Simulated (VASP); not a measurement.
Write the native input for VASP 6.6.1 that does the following.

```
Task                   : single point
Functional             : PBE
Dispersion             : D3(BJ)
Potentials or basis    : VASP PAW PBE potentials, release 64 (Zn, O)
Cutoff                 : 520 eV
k mesh                 : 9 × 9 × 4
Occupations            : gaussian, width 0.05 eV
Spin                   : no spin polarisation
Dipole correction      : no
Further INCAR settings : ALGO = Fast; EDIFF = 1e-07; NBANDS = 26
```

The structure of ZnO lies in POSCAR:

```
ZnO
1.0
    3.2386476513      0.0000000000      0.0000000000
   -1.6193238256      2.8901750325      0.0000000000
    0.0000000000      0.0000000000      7.1304413500
Zn O
2 2
Direct
    0.0000000000      0.0000000000      0.7500000000
    0.0000000000      0.0000000000      0.2500000000
    0.3333333333      0.6666666667      0.2500000000
    0.6666666667      0.3333333333      0.7500000000
```

The cell comes from a database or a generator and needn't be the stable form of this composition.

The cell isn't the ideal one: strain -0.0150 x Voigt [1, -1, 0, 0, 0, 0], atoms carried along.

One way to write it, as run:

INCAR

```
ALGO = Fast
EDIFF = 1E-7
ENCUT = 520
GGA = PE
ISIF = 2
ISMEAR = 0
IVDW = 12
LASPH = True
LCHARG = True
LELF = True
LREAL = False
LVHAR = True
LWAVE = False
NBANDS = 26
NELM = 100
PREC = Accurate
SIGMA = 0.05
```

KPOINTS

```
k-points
0
Gamma
  9 9 4
```

Potentials or basis: VASP PAW PBE potentials, release 64 (Zn, O).

The run is started by

```console
$ cat potpaw_PBE.64/Zn/POTCAR potpaw_PBE.64/O/POTCAR > POTCAR
$ mpirun -np 1 vasp_std > vasp.out
```

It gave:

```
Pressure                   : -1.4 GPa
Largest force              : 0.365 eV/Å
Band gap on the k mesh     : 0.77 eV, direct
Dispersion energy per atom : -0.156 eV
```

Caveat: an odd mesh through Γ misses points on the zone boundary, where band edges often lie.

Wall time 100 s on 1 thread of AMD EPYC 9R45 96-Core Processor (Zen 5), with other jobs on the host, peak memory 0.23 GiB.
